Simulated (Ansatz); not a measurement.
# Mo, one cell by several methods

```
Mo
1.0
    -1.58671    1.58671    1.57100
     1.58671   -1.58671    1.57100
     1.55529    1.55529   -1.57100
Mo
1
Direct
  0.00000 0.00000 0.00000
```

The conventional cell has a = 3.142 Å, b = 4.399 Å, c = 4.488 Å, α = 90.00°, β = 90.00°, γ = 90.00°. Mo (atom 1) is surrounded by 8 Mo at 2.70 to 2.74 Å.

The cell is COD entry 9011605, as deposited and not checked against the literature; nothing was relaxed. It is an old determination, and later ones may differ. The listed cell was then made from it by scaling, straining or moving an atom.

All numbers are computed: DFT, PBE, PAW with Ansatz's default frozen-core files, scalar-relativistic (Ansatz 0.2.0); DFT, PBE, all-electron PAW with datasets made for the crystal, scalar-relativistic (Ansatz 0.2.0); DFT, PBE, all-electron LAPW, scalar-relativistic (Ansatz 0.2.0).

For PAW: a Γ-centred 16×16×16 k mesh, Fermi–Dirac smearing of 0.05 eV, cutoff 420 eV, no spin polarisation. The crystal-made all-electron datasets (AE datasets) take a cutoff of 320 eV at this cell. LAPW targets a basis error of 1 meV/atom. The Ansatz runs share mesh, smearing and spin set-up. Plane-wave (PAW) pressures include the program's estimate of the Pulay term.

Stress and pressure are positive in compression.

The change that made this cell: xy engineering shear strain of -2 %.

| quantity | PAW | AE datasets | LAPW |
| --- | --- | --- | --- |
| pressure (GPa) | 4.73 | 4.72 | 4.71 |
| stress xx (GPa) | 4.71 | 4.70 | 4.69 |
| stress zz (GPa) | 4.78 | 4.77 | 4.76 |
| stress xy (GPa) | 2.24 | 2.24 | 2.24 |
